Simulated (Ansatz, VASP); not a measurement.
**Two plane-wave programs on Rh**

```
Rh
1.0
     2.45806    0.00000    0.00000
     0.00000    2.45806    0.00000
     0.00000    0.00000    2.45806
Rh
1
Direct
  0.00000 0.00000 0.00000
```

The cell was built by a generator and needn't be a form met in nature.

Alike in both runs: task relaxation of cell and atoms; functional RPBE; k mesh 13 × 13 × 13; occupations fermi-dirac, width 0.1 eV; no spin polarisation.

|  | VASP | Ansatz |
| --- | --- | --- |
| version | VASP 6.6.1 | Ansatz 0.2.0 |
| potentials or method | VASP PAW PBE potentials, release 64 (Rh_pv) | plane waves (420 eV) with PAW, scalar-relativistic |
| plane-wave cutoff (eV) | 600 | 420 |
| valence electrons in the cell | 15 | 17 |

Ansatz gave:

* relaxed volume (Å³/atom): 16.70
* relaxed cell length with the largest relative difference (Å): 2.556
* energy change over the relaxation (meV/atom): -135

Question: Which values does VASP return?

Answer: Relaxed volume (Å³/atom): 16.69; relaxed cell length with the largest relative difference (Å): 2.556; energy change over the relaxation (meV/atom): -135.

The two sets of potentials don't hold the same shells in valence.

Caveats: the PAW data sets were made with another functional, which shifts forces and pressure a little (VASP).
